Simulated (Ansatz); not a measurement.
The cell is COD entry 9006671, as deposited and not checked against the literature; nothing was relaxed.

Input and log of a run on CdO: DFT, PBEsol, all-electron LAPW, scalar-relativistic (Ansatz 0.2.0).

Command: `ansatz run input.yaml --threads 1 --pin off --max-ram 3072MiB --backend cpu --events-out ev --progress --plain --runs-dir out` The run took 9.6 s on 1 thread of Intel(R) Xeon(R) 6975P-C (Granite Rapids) (shared host), peak memory 0.39 GiB.

```yaml
crystal:
  lattice:
    - [0.0, 2.34815, 2.34815]
    - [2.34815, 0.0, 2.34815]
    - [2.34815, 2.34815, 0.0]
  atoms:
    - { symbol: Cd, position: [0.0, 0.0, 0.0] }
    - { symbol: O, position: [0.5, 0.5, 0.5] }
kpoints:
  mp_grid: { grid: [11, 11, 11] }
  band_path:
    path:
      - [0.0, 0.0, 0.0]
      - [0.5, 0.0, 0.5]
      - [0.625, 0.25, 0.625]
      - [0.375, 0.375, 0.75]
      - [0.0, 0.0, 0.0]
      - [0.5, 0.5, 0.5]
      - [0.5, 0.25, 0.75]
      - [0.5, 0.0, 0.5]
    npoints: 14
scf:
  occupations: { method: fermi_dirac, width: 0.02 }
hamiltonian:
  xc: pbesol
  pseudopotentials: { kind: all_electron, lapw: { basis_error: 0.0005 } }
output:
  forces: true
  stress: true
  eigenvalues: true
  populations: true
  dos: { projected: true, de: 0.2, e_range: [-14, 8] }
```

The log:

```
Cd: projections on atomic orbitals take those of the free atom 1s2 2s2 2p6 3s2 3p6 3d10 4s2 4p6 4d10 5s2, of charge +0.00 (hamiltonian.pseudopotentials.projection_atoms)
O: projections on atomic orbitals take those of the free atom 1s2 2s2 2p4, of charge +0.00 (hamiltonian.pseudopotentials.projection_atoms)
LAPW: plane waves up to 9.304 Å⁻¹, error target 5.0e-4 eV per atom; small_component_spin mean_spin; O in spheres of 1.049 Å, 8 of its electrons in bands, Dirac shells []; Cd in spheres of 1.300 Å, 30 of its electrons in bands, Dirac shells []
Engine: ansatz 0.2.0
Pseudopotentials: kind: all_electron
Pseudopotential: Cd, LAPW, valence charge 30, Koelling and Harmon's equation, gaussian nucleus
Pseudopotential: O, LAPW, valence charge 8, Koelling and Harmon's equation, gaussian nucleus
Functional definition: PBEsol
  exchange = pbesol_x
  correlation = pbesol_c
Crystal: 2 atoms, lattice volume = 25.894 Å³
Basis set: ecut = 329.7771342590974 eV, 339 PW (Γ), exchange–correlation at level 2
Bands: 23, of which v1, the nominal top of the filled ones, is band 19 counted from 1 (18 counted from 0)
Symmetry: 48 space group operations
Space group: Fm-3m (ITA 225), of the structure as read, at distance tolerance 3.0e-5 Å
k-points: 56 of 1331
Non-local potential: Cd, projectors of the file, none
Non-local potential: O, projectors of the file, none
Initial density: superposition of atomic densities (chi_scale 0.1, normalization cell, long waves kept (reshape's long-wave potential 0.00 eV rms))
Initial wavefunctions: plane waves of lowest kinetic energy (no species holds an atomic orbital)
Functional: x = pbesol(κ = 0.804, μ = 0.12345679012345678), c = pbesol(β = 0.046)
iter 1 solved again at ethr=7.99e-3 eV; its pass at ethr=1.00e-1 eV (dr2=3.04e0 eV) is discarded
SCF iter   1: F=—  HF=-154208.075714 eV  |F-HF|=—  |Δ(HF+E_count)|=         —  Δρ=9.23e-2  dr2=3.03e0  ethr=7.99e-3  ⟨swp⟩=2.0  Hψ=7552  notcnv=0
preconditioner: auto → none  [insulator: Δε(μ)=0.965 eV  Ē_g=15.418 eV  σ=0.020 eV  W_gap=1.00  n_scr=14 (ndim 8)  ℏωp=31.0 eV  f_vac=0.003  D(μ)=0.00/eV (n_scr^D=0)  ε∞_Penn≈5.0]
SCF iter   2: F=—  HF=-154207.367223 eV  |F-HF|=—  |Δ(HF+E_count)|=   7.08e-1  Δρ=4.65e-2  dr2=6.21e-1  ethr=7.98e-3  ⟨swp⟩=3.0  Hψ=3865  notcnv=0
SCF iter   3: F=—  HF=-154206.463694 eV  |F-HF|=—  |Δ(HF+E_count)|=   9.04e-1  Δρ=1.44e-2  dr2=7.58e-2  ethr=1.63e-3  ⟨swp⟩=3.0  Hψ=4126  notcnv=0
iter 4 solved again at ethr=6.29e-6 eV; its pass at ethr=1.99e-4 eV (dr2=2.39e-3 eV) is discarded
SCF iter   4: F=—  HF=-154206.445987 eV  |F-HF|=—  |Δ(HF+E_count)|=         —  Δρ=2.55e-3  dr2=2.39e-3  ethr=6.29e-6  ⟨swp⟩=2.0  Hψ=6554  notcnv=0
the basis was enlarged: its passes take 99.9 KiB over the memory plan, 1 of 1 planned eigensolver slots
SCF iter   5: F=—  HF=-154206.443248 eV  |F-HF|=—  |Δ(HF+E_count)|=   2.74e-3  Δρ=1.36e-3  dr2=6.57e-4  ethr=6.29e-6  ⟨swp⟩=2.0  Hψ=3697  notcnv=0
SCF iter   6: F=—  HF=-154206.442914 eV  |F-HF|=—  |Δ(HF+E_count)|=   3.34e-4  Δρ=1.50e-4  dr2=6.59e-6  ethr=1.73e-6  ⟨swp⟩=2.0  Hψ=3697  notcnv=0
SCF iter   7: F=-154206.442916 eV  HF=-154206.442916 eV  |F-HF|=1.55e-8  |Δ(HF+E_count)|=   1.89e-6  Δρ=8.50e-6  dr2=7.51e-9  ethr=1.73e-8  ⟨swp⟩=2.0  Hψ=3697  notcnv=0
SCF 1 converged in 7 iterations: F = -154206.442916 eV  dr2 = 7.51e-9
NSCF: frozen V_eff on 99 k-points
SCF converged after 7 iterations
Free energy (F): -154206.442916 eV
Harris-Foulkes:  -154206.442916 eV  (|F-HF|=1.55e-8)
Internal energy: -154206.442766 eV  (E = F + TS)
E sigma→0 (E₀):  -154206.442841 eV
Entropy (-TS):   -0.000150 eV (-0.075 meV/atom)
Fermi energy:    13.596261 eV
--- Per-component energies (eV) ---
  E_band       = -5048.589200
  E_kinetic    = 161425.757874
  E_xc         = -4364.625517
  E_electrostatic = -311267.575123  (all electrons and nuclei)
  E_smearing   = -0.000150  (= −TS)
  E_closure    = 0.000000  (closes the sum)
  E_atoms      = -154197.890198  (free atoms, spherical and without spin; not in F)
  Σ components = -154206.442916   (vs F -154206.442916, Δ=0.00e0)
  Basis errors (estimates in eV, not in F): energy 1.7e-4 per atom: plane waves 1.6e-4 (8.6e-5 summed), levels above the bands 2.5e-287, relativity 3.2e-8, radial functions 1.5e-5, core shells 4.4e-8; eigenvalues (radial functions only) 5.3e-5; not estimated: angular momenta, meshes, grids; target (lapw.basis_error) 5.0e-4; muffin-tin radii O 1.049 Å, Cd 1.300 Å
--- Forces (eV/Å), atoms counted from 1 ---
  atom   1  Cd     0.00000000     0.00000000     0.00000000
  atom   2  O     -0.00000000     0.00000000     0.00000000
  max |Σ_I F_I| component: 7.23e-31 eV/Å
--- Stress (GPa, compression-positive) ---
       -0.537903      -0.000000      -0.000000
       -0.000000      -0.537903       0.000000
       -0.000000       0.000000      -0.537903
  P = ⅓ Tr σ = -0.5379 GPa (-5.379 kbar)
--- Band table (eV; the first three rows and the last of 56) ---
  k-point 0: bands = ["-489.4082", "-374.1369", "-374.1369", "-374.1369", "-374.1256", "-374.1256", "-86.7112", "-47.8305", "-47.8305", "-47.8305", "-3.7730", "6.8889", "6.8889", "6.8889", "7.1911", "7.1911", "12.1547", "12.1547", "12.1547", "13.0449", "27.8590", "30.4472", "30.4472"]
  k-point 1: bands = ["-489.4082", "-374.1369", "-374.1369", "-374.1369", "-374.1256", "-374.1256", "-86.7111", "-47.8319", "-47.8307", "-47.8307", "-3.7141", "6.8537", "6.9042", "6.9042", "7.1308", "7.1308", "11.3588", "12.2757", "12.2757", "13.9622", "27.0205", "29.6976", "29.7358"]
  k-point 2: bands = ["-489.4082", "-374.1369", "-374.1369", "-374.1369", "-374.1256", "-374.1256", "-86.7109", "-47.8355", "-47.8313", "-47.8313", "-3.5515", "6.7228", "6.8183", "6.8183", "7.1139", "7.1139", "10.4847", "12.5878", "12.5878", "15.2159", "25.0832", "28.3508", "28.3508"]
  k-point 55: bands = ["-489.4082", "-374.1369", "-374.1369", "-374.1369", "-374.1256", "-374.1256", "-86.7098", "-47.8425", "-47.8416", "-47.8370", "-2.9992", "6.5912", "6.7395", "6.8117", "7.5760", "7.7502", "10.4226", "10.5606", "11.8372", "19.4966", "22.1366", "22.2470", "24.5904"]
--- Löwdin populations: 2 sites ---
  site symbol       q [e]
     0     Cd     46.6538
     1      O      9.1628
  spilling = 0.003275 (of n_electrons = 56.000000)
```
